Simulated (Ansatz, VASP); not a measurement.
**One calculation of WC (Qusongite), two programs**

The input run.py:

```python
from ase.calculators.vasp import Vasp
from ase.dft.bandgap import bandgap
from ase.io import read

atoms = read('WC.cif')
calc = Vasp(
    directory='calc',
    xc='pbe',
    pp='PBE',
    setups={'base': 'minimal', 'W': '_sv'},
    pp_version='54',
    prec='Accurate',
    encut=520,
    ediff=1e-06,
    ismear=0,
    sigma=0.02,
    lreal=False,
    lasph=True,
    nelm=60,
    algo='Fast',
    isif=2,
    lwave=False,
    lcharg=False,
    kpts=[10, 10, 9],
    gamma=True,
)
atoms.calc = calc

print('energy (eV):', atoms.get_potential_energy())
print('free energy (eV):', atoms.get_potential_energy(force_consistent=True))
print('forces (eV/A):')
print(atoms.get_forces())
print('stress (eV/A^3, Voigt):', atoms.get_stress())
print('Fermi level (eV):', calc.get_fermi_level())
gap, top, bottom = bandgap(calc)
print('band gap (eV):', gap, 'from (spin, k, band)', top, 'to', bottom)
```

WC.cif

```cif
data_WC
_cell_length_a 2.90650000
_cell_length_b 2.90650000
_cell_length_c 2.83660000
_cell_angle_alpha 90.00000000
_cell_angle_beta 90.00000000
_cell_angle_gamma 120.00000000
_space_group_name_H-M_alt 'P1'
_space_group_name_Hall 'P 1'
_space_group_IT_number 1
loop_
_space_group_symop_operation_xyz
'x,y,z'
loop_
_atom_site_label
_atom_site_type_symbol
_atom_site_symmetry_multiplicity
_atom_site_Wyckoff_symbol
_atom_site_fract_x
_atom_site_fract_y
_atom_site_fract_z
_atom_site_occupancy
W1 W 1 a 0.0000000000 0.0000000000 0.0000000000 1
C1 C 1 a 0.6666666667 0.3333333333 0.5000000000 1
```

File input.yaml:

```yaml
crystal:
  lattice:
    - [2.9065, 0.0, 0.0]
    - [-1.45325, 2.5171028361, 0.0]
    - [0.0, 0.0, 2.8366]
  atoms:
    - { symbol: W, position: [0.0, 0.0, 0.0] }
    - { symbol: C, position: [0.6666666667, 0.3333333333, 0.5] }
hamiltonian:
  xc: pbe
  pseudopotentials: { kind: paw }
kpoints:
  mp_grid: { grid: [10, 10, 9] }
scf:
  occupations: { method: gaussian, width: 0.02 }
output:
  forces: true
  stress: true
  eigenvalues: true
  write_density: true
  write_potential: true
  elf: true
  volumetric_format: npy
```

Alike in both runs: task single point; functional PBE; k mesh 10 × 10 × 9; occupations gaussian, width 0.02 eV; no spin polarisation.

|  | VASP | Ansatz |
| --- | --- | --- |
| version | VASP 6.6.1 | Ansatz 0.2.0 |
| potentials or method | VASP PAW PBE potentials, release 54 (W_sv, C) | Ansatz PAW |
| plane-wave cutoff (eV) | 520 | 420 |
| valence electrons in the cell | 18 | 18 |

```tsv
	VASP	Ansatz	Ansatz less VASP
gap on the k mesh at the Fermi level (eV)	none	none	-
pressure (GPa)	6.8	5.6	-1.15
largest component of the traceless stress (GPa)	0.44	0.62	+0.174
```

A gap of «none» marks a metal or a gap that the smearing closes. The functional is the same, so the differences come from potentials, cutoffs and numerics.

Caveats: the pressure holds a Pulay correction of +0.3 GPa for the finite cutoff (Ansatz). The runs have no spin-orbit coupling, so splittings on W are missing.
